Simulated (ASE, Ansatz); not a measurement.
# Twisted h-SiC/h-AlN monolayer on bilayer, 38.21° (42 atoms): support functions against a reference, part 2 of 2

Aim: test how closely localised support functions follow the reference on twisted h-SiC/h-AlN monolayer on bilayer, 38.21° (42 atoms), and at what cost. A setting counts as converged where the r.m.s. difference of forces stays under 1 % of the r.m.s. force.

Ansatz 0.2.0; Kohn-Sham DFT, PBEsol, PAW (set soft_2), plane waves.

The cell: 14 Si, 14 C, 7 Al and 7 N. The functional has no dispersion term. Beside vacuum, support functions can miss their usual error bounds without a warning.

So far. Step 2 (Plane-wave single point): Mean intrinsic-atomic-orbital charges: Al +1.12, C -1.04, N -1.13, Si +1.05 e. The potential slopes across the vacuum by 0.042 eV/Å: the slab bears a dipole, and with periodic images along the normal there is no flat vacuum level to read.

## (3) Distances and neighbours (continued)

A closer look about C8, which bears the longest force: 11 atoms, nearest first, numbered in the order of the input, with positions taken from that point.

| atom | x | y | z | distance (Å) | bonds | intrinsic-atomic-orbital charge (e) | Fx | Fy | Fz (eV/Å) |
| --- | --- | --- | --- | --- | --- | --- | --- | --- | --- |
| C8 | 0.00 | 0.00 | 0.00 | 0.00 | 3 | -1.03 | 1.10 | -0.29 | 0.01 |
| Si7 | -1.16 | 1.34 | 0.03 | 1.77 | 3 | 1.06 | 0.02 | 0.68 | -0.03 |
| Si5 | -0.56 | -1.71 | 0.02 | 1.80 | 3 | 1.05 | -0.17 | -0.07 | 0.04 |
| Si11 | 1.81 | 0.34 | 0.02 | 1.84 | 3 | 1.05 | -0.67 | 0.06 | 0.10 |
| C4 | -2.91 | 1.00 | 0.03 | 3.07 | 3 | -1.04 | -0.48 | 0.26 | -0.06 |
| C10 | -0.56 | 3.06 | 0.02 | 3.11 | 3 | -1.03 | 0.02 | -0.38 | -0.08 |
| C2 | -2.34 | -2.05 | 0.03 | 3.11 | 3 | -1.03 | 0.38 | 0.08 | -0.12 |
| C12 | 2.96 | -1.03 | 0.03 | 3.13 | 3 | -1.04 | 0.55 | 0.43 | -0.15 |
| C6 | 0.62 | -3.07 | 0.01 | 3.14 | 3 | -1.03 | 0.19 | 0.36 | -0.08 |
| C14 | 2.40 | 2.04 | 0.03 | 3.15 | 3 | -1.04 | -0.41 | -0.40 | -0.14 |
| Si19 | 0.03 | 0.00 | 3.20 | 3.20 | 3 | 1.04 | 0.02 | -0.26 | 0.19 |

The column of bonds counts only the pairs C-Si within 2.23 Å, Al-N within 2.23 Å; other neighbours, such as metal atoms beside each other in a compound, aren't counted, and periodic images can show an atom twice.

## (4) Support functions medium

With localised support functions most steps grow linearly with size, though the diagonalisation grows faster unless the density matrix is cut; this run measures error and cost at this size. The level medium gives here a grid of 48×48×90 points and a radius of 3.88 Å.

This step: Kohn-Sham DFT, PBEsol, PAW (set soft_2), localised support functions (medium) (Ansatz 0.2.0).

Contents of input.yaml:

```yaml
crystal:
  lattice:
    - [8.2415, 0.0, 0.0]
    - [-4.12075, 7.13735, 0.0]
    - [0.0, 0.0, 18.58]
  atoms:
    [... the 42 atom lines of step 2 ...]
kpoints:
  mp_grid: { grid: [2, 2, 1] }
hamiltonian:
  xc: pbesol
scf:
  occupations: { method: gaussian, width: 0.025 }
  eigensolver: { kind: { support_functions: { accuracy: medium } } }
  mixing: { beta: 0.4 }
  max_iter: 150
output:
  forces: true
  eigenvalues: true
```

On the command line:

```bash
$ ansatz run input.yaml --threads 8 --pin off --max-ram 15872MiB --backend cpu --events-out ev --progress --plain --runs-dir out
```

Numbers of over 12 decimals in the logs are rounded to 6 here.

The program printed:

```text
Warning: scf.eigensolver.kind.support_functions: disabling space-group detection — the functions' gradient is summed over unrotated k-points, so no spatial operation reduces the k-mesh or symmetrises the density; time reversal is kept, so that k and −k are solved as one point where they differ and the mesh holds both, and exact exchange and, on two spinor components, a DFT+U term hold to it where the run has them: [...]
settings of this run that can trade accuracy for cost: scf.eigensolver.kind.support_functions [...]
[...]
Crystal: 42 atoms, lattice volume = 1092.921 Å³
Basis set: ecut = 420 eV, 21369 PW (Γ), exchange–correlation on 120×120×250 points (8 copies of the dense FFT grid, shifted against one another)
Bands: 101, of which v1, the nominal top of the filled ones, is band 84 counted from 1 (83 counted from 0)
Symmetry: 1 space group operations
k-points: 4
[...]
Eigensolver: Support functions (medium, 48×48×90 points, laid for a spacing of at most 0.212739 Å, radius 3.879741 Å, 30 sites without an atom, 2 species' potentials softened for the grid, 4 wholly corrected for its errors in the mean over positions, 4 with the egg-box correction, energy correction by stochastic trace)
[...]
SCF iter   1: F=—  HF=-18513.128588 eV  |F-HF|=—  |Δ(HF+E_count)|=         —  Δρ=1.09e-1  dr2=1.78e2  ethr=1.00e-1
[...]
SCF iter  13: F=—  HF=-18479.134487 eV  |F-HF|=—  |Δ(HF+E_count)|=   3.41e-4  Δρ=1.19e-5  dr2=1.71e-6  ethr=3.53e-9  κ⁻¹=3.0e-6(r=7)
SCF iter  14: F=-18479.134487 eV  HF=-18479.134487 eV  |F-HF|=3.50e-8  |Δ(HF+E_count)|=   7.67e-7  Δρ=2.90e-6  dr2=1.03e-7  ethr=1.02e-9
SCF 1 converged in 14 iterations: F = -18479.139042 eV  dr2 = 1.03e-7
[...]
SCF converged after 14 iterations
Stability not checked: this state was not tested for a lower state beside it, because the mixer in use, unlike msr1, does not test its closes by its own steps (another_mixer; see scf.mixing.algorithm and scf.lower_state_search)
Free energy (F): -18479.139042 eV
[...]
Internal energy: -18479.139042 eV  (E = F + TS)
E sigma→0 (E₀):  -18479.139042 eV
Fermi energy:    1.447569 eV
[...]
Σ components = -18479.139042   (vs F -18479.139042, Δ=0.00e0)
--- Forces (eV/Å), atoms counted from 1 ---
  atom   1  Si    -0.41525913    -0.07528798     0.05646016
  atom   2  C      0.37616739     0.07675110    -0.11553363
  atom   3  Si     0.44740312    -0.29212598     0.07262041
  atom   4  C     -0.47791284     0.26361633    -0.06188828
[...]
atom  42  N     -0.13151152    -0.48908454     0.15112424
  max |Σ_I F_I| component: 7.16e-4 eV/Å
--- Band table (eV) ---
[...]
```

Run time: 53 s. Hardware: 8 threads of Arm Neoverse V1, shared host; peak memory 2.7 GiB.

The program notes that the band table was not solved further than the SCF left it and it switched symmetry off.

Keys that differ from the reference: support_functions.accuracy = "medium", scf.max_iter = 150 and scf.mixing.beta = 0.4.

Forces differ from the reference by 0.22 meV/Å r.m.s., 0.074 % of their size, well within a tolerance of 1 %; the energy by -2.3 meV/atom. It took 53 s and 14 cycles; the reference's time can't be set against it, since the two runs asked for unlike analyses.

## (5) Cost against change

Each row is set against the plane-wave reference (Kohn-Sham DFT, PBEsol, PAW (set soft_2), plane waves; r.m.s. force component 0.295 eV/Å). Energies are set beside the reference only for runs with its functional, potentials and electron count. Times are for 8 threads of Arm Neoverse V1, shared host. The reference's time includes the DOS and grids, which some other runs skip.

| run | Δ force, r.m.s. (meV/Å) | share of r.m.s. force (%) | Δ energy (meV/atom) | Δ gap (eV) | cycles | time | host memory (GiB) |
| --- | --- | --- | --- | --- | --- | --- | --- |
| reference | - | - | - | - | 9 | 11 s | 3.1 |
| support functions medium | 0.22 | 0.0745 | -2.30 | 0 | 14 | 53 s | 2.7 |

## (6) Results

* free energy per atom: -439.9772 eV/atom
* r.m.s. force component: 0.2949 eV/Å
* gap (highest filled to lowest empty level): 1.829 eV
* wall time of the 2 DFT runs: 64 s

**Reading.** Against plane waves at 420 eV, the forces differ by 0.22 meV/Å (0.074 %) with support functions medium. At 42 atoms the run with support functions medium takes roughly 4.6 times the time of plane waves (whose run also made extra analyses, so the like-for-like ratio is larger), in 14 SCF cycles against 9. Differences between support functions and plane waves include what basis error the plane-wave run still has.

The highest filled and lowest empty levels differ by 1.83 eV on the run's k-points; the mesh holds the band edges only if they fold onto it, so the gap at this level can be narrower or closed, while semilocal functionals tend to narrow gaps against experiment. With the cutoffs above, all Al atoms have 3, all C atoms have 3, all N atoms have 3 and all Si atoms have 3 bonded neighbours.

**Limits.** The geometry was built by rule, was displaced at random and isn't relaxed at this level: its force components are 0.29 eV/Å r.m.s. The slab bears a dipole and has periodic images along its normal, so a spurious field crosses the vacuum.

[Logs are printed without paths, hosts, clocks, repeated set-up lines and the standing remarks that a program may print on its own settings, such as how far it seeks lower states.]

[Hosts, paths, dates, database ids (printed as entryN), source tags and the programs' standing remarks are cut or masked in the printed files.]
